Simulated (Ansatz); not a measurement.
HgS: pressure and energy less free atoms against volume scale

Periodic Kohn-Sham DFT of a crystal at fixed atoms, scaled to volume_scale times the given cell; pressure positive in compression, energy less spherical unpolarised free atoms, largest_vzz the field gradient of largest size among the nuclei. The results are calculated, by Ansatz 0.2.0.

The cell before it is scaled or strained (space group F-43m, No. 216):
```
cell vectors (Å)
   0.0000     2.9290     2.9290
   2.9290     0.0000     2.9290
   2.9290     2.9290     0.0000
atoms (fractions of the cell vectors)
Hg  0.00000  0.00000  0.00000
S   0.75000  0.75000  0.75000
```

Settings of every row: method all-electron LAPW; functional PBEsol; relativity scalar; k mesh 8x8x8; filling fermi-dirac; smearing width 0.02 eV; basis error target 1 meV/atom; nucleus gaussian.

Atom start moment: 0 on all atoms.

Limits: no spin-orbit coupling on heavy atoms.

```csv
row,volume scale,V (Å³/atom),pressure (GPa),energy less free atoms (eV/atom)
1,0.94,23.62,5.14,-2.6205
2,0.96,24.123,3.444,-2.6339
3,0.98,24.625,1.935,-2.6423
4,0.99,24.877,1.244,-2.6448
5,1,25.128,0.593,-2.6462
6,1.01,25.379,-0.021,-2.6467
7,1.02,25.631,-0.6,-2.6462
8,1.04,26.133,-1.66,-2.6426
9,1.06,26.636,?,?
```

Question: what pressure and energy less free atoms should row 9 give?

Worked fit of pressure. Take u = (V_r/V)^(2/3) − 1 with V_r = 25.002 Å³ an atom, which is twice the finite (Eulerian) strain; such expansions in the strain, on which the Birch-Murnaghan equation of state is built, carry the rest volume and the bulk modulus. The shown rows have u = 0.03864, 0.02415, 0.01018, 0.00335, -0.00335, -0.00993, -0.01643, -0.02906. Least squares give pressure = 0.9149 + 97.178 × u + 303.75 × u² + 292 × u³ GPa; a parabola predicts inner rows, each left out in turn, worse (root mean square 0.003 against 0.0013 GPa). The rows lie off it by 0.000, 0.001, -0.001, 0.000, 0.000, -0.001, 0.001, 0.000. The pressure vanishes at u = -0.0097, or V = 25.37 Å³ an atom, and there the bulk modulus at fixed shape and fractions is B = −V dP/dV = (2/3)(1 + u) dP/du = 60.3 GPa. The withheld row has u = -0.04133, so the fit gives 0.9149 + 97.178 × (-0.04133) + 303.75 × (-0.04133)² + 292 × (-0.04133)³ = -2.603 GPa.

The calculation gave -2.603 GPa. The fit meets it to the printed digit. This row lies beyond the range of the fit.

Worked fit of energy less free atoms. Take u = (V_r/V)^(2/3) − 1 with V_r = 25.002 Å³ an atom, which is twice the finite (Eulerian) strain; such expansions in the strain, on which the Birch-Murnaghan equation of state is built, carry the rest volume and the bulk modulus. The shown rows have u = 0.03864, 0.02415, 0.01018, 0.00335, -0.00335, -0.00993, -0.01643, -0.02906. Least squares give energy less free atoms = −2.64564 + 0.2153 × u + 11.115 × u² + 3.9 × u³ eV/atom; a parabola predicts inner rows, each left out in turn, worse (root mean square 4.4e-05 against 2.3e-05 eV/atom). All shown rows lie on it to the printed digit. Its lowest point lies at u = -0.0097, or V = 25.37 Å³ an atom, and the curvature there gives the bulk modulus at fixed shape and fractions, B = (4/9)(1 + u)² E″(u)/V = 60.6 GPa. The withheld row has u = -0.04133, so the fit gives −2.64564 + 0.2153 × (-0.04133) + 11.115 × (-0.04133)² + 3.9 × (-0.04133)³ = -2.6358 eV/atom.

The calculation gave -2.6359 eV/atom. The fit lies 0.0001 eV/atom (0.38 % of the column's range) above it, one unit of the last digit. This row lies beyond the range of the fit.
